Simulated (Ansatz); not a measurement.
Input of an Ansatz 0.2.0 run:

File input:

```
crystal:
  lattice:
    - [6.2057, 0.0, 0.0]
    - [0.0, 6.2057, 0.0]
    - [0.0, 0.0, 6.2057]
  atoms:
    - { symbol: Cs, position: [0.0, 0.0, 0.0] }
    - { symbol: I, position: [0.5, 0.5, 0.0] }
    - { symbol: I, position: [0.5, 0.0, 0.5] }
    - { symbol: I, position: [0.0, 0.5, 0.5] }
    - { symbol: Sn, position: [0.5, 0.5, 0.5] }
hamiltonian:
  xc: hse06
  pseudopotentials: { kind: paw }
kpoints:
  mp_grid: { grid: [4, 4, 4] }
  band_path:
    path:
      - [[0.0, 0.0, 0.0], [0.0, 0.5, 0.0], [0.5, 0.5, 0.0], [0.0, 0.0, 0.0], [0.5, 0.5, 0.5], [0.0, 0.5, 0.0]]
      - [[0.5, 0.5, 0.0], [0.5, 0.5, 0.5]]
    npoints: 4
scf:
  occupations: { method: fermi_dirac, width: 0.05 }
  n_extra_bands: 12
output:
  forces: true
  stress: true
  eigenvalues: true
  fatbands: false
  write_density: true
  write_potential: true
  elf: true
  volumetric_format: npy
```

What does it give for the band gap along the path?

0.64 eV, direct.

Estimate the band gap on the k mesh.

0.64 eV, direct.

Predict the pressure.

0.5 GPa.

Levels at the corners of the path, in eV from the valence-band top:
| point | band 34 | band 35 | band 36 | band 37 | band 38 | band 39 | band 40 | band 41 |
| --- | --- | --- | --- | --- | --- | --- | --- | --- |
| Γ | -2.87 | -2.67 | -2.67 | -2.67 | 2.66 | 3.58 | 3.58 | 3.91 |
| X | -3.03 | -2.81 | -2.81 | -1.84 | 1.45 | 4.26 | 4.39 | 4.76 |
| M | -3.20 | -2.99 | -2.23 | -0.90 | 1.11 | 1.11 | 4.57 | 4.76 |
| Γ | -2.87 | -2.67 | -2.67 | -2.67 | 2.66 | 3.58 | 3.58 | 3.91 |
| R | -2.22 | -2.22 | -2.22 | 0.00 | 0.64 | 0.64 | 0.64 | 3.47 |
| X | -3.03 | -2.81 | -2.81 | -1.84 | 1.45 | 4.26 | 4.39 | 4.76 |
| M | -3.20 | -2.99 | -2.23 | -0.90 | 1.11 | 1.11 | 4.57 | 4.76 |
| R | -2.22 | -2.22 | -2.22 | 0.00 | 0.64 | 0.64 | 0.64 | 3.47 |

Caveat: spin-orbit coupling is left out, which moves the levels of the heavy elements; the cell was measured hot, at 500 K; the PAW data sets come from PBE, with cores solved anew for the run's functional, which leaves a small shift of forces and pressure; the thresholds are loose for stress.
